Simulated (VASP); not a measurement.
Write the native input for VASP 6.6.1 that does the following.

* Task: relaxation of cell and atoms
* Functional: PBEsol
* Potentials or basis: VASP PAW PBE potentials, release 64 (Cu)
* Cutoff: 600 eV
* k mesh: 20 × 20 × 20
* Occupations: gaussian, width 0.1 eV
* Spin: no spin polarisation
* Further INCAR settings: ALGO = Fast; EDIFF = 1e-07; IBRION = 2; EDIFFG = -0.005; NSW = 90; ISIF = 3

The structure of Cu lies in POSCAR:

```
Cu
1.0
    0.0000000000      1.8250000000      1.8250000000
    1.8250000000      0.0000000000      1.8250000000
    1.8250000000      1.8250000000      0.0000000000
Cu
1
Direct
    0.0000000000      0.0000000000      0.0000000000
```

The input as run:

INCAR

```
SYSTEM = Cu
ALGO = Fast ; EDIFF = 1E-7
EDIFFG = -0.005 ; ENCUT = 600
GGA = PS ; IBRION = 2
ISIF = 3 ; ISMEAR = 0
LASPH = .TRUE. ; LCHARG = .FALSE.
LREAL = .FALSE. ; LWAVE = .FALSE.
NELM = 100 ; NSW = 90
PREC = Accurate ; SIGMA = 0.1
```

KPOINTS

```
k-points
0
G
  20 20 20
  0 0 0
```

Potentials or basis: VASP PAW PBE potentials, release 64 (Cu).

Command:

```sh
$ cat potpaw_PBE.64/Cu/POTCAR > POTCAR
$ mpirun -np 1 vasp_std > vasp.out
```

Results of the run:

* Relaxed volume: 11.38 Å³/atom
* Relaxed cell: a = 2.525 Å, b = 2.525 Å, c = 2.525 Å, α = 60.00°, β = 60.00°, γ = 60.00°
* Space group after relaxing (to 0.05 Å): Fm-3m (No. 225)
* Energy gained by relaxing: 24.8 meV/atom
* Ionic steps: 6
* Pressure after relaxing: 0.0 GPa
* Band gap on the k mesh: none (metal or under the smearing width)

Caveat: the PAW data sets were made with another functional, which shifts forces and pressure a little.

Wall time 2 min on 1 thread of Intel(R) Xeon(R) Platinum 8488C (Sapphire Rapids), with other jobs on the host, peak memory 0.17 GiB.
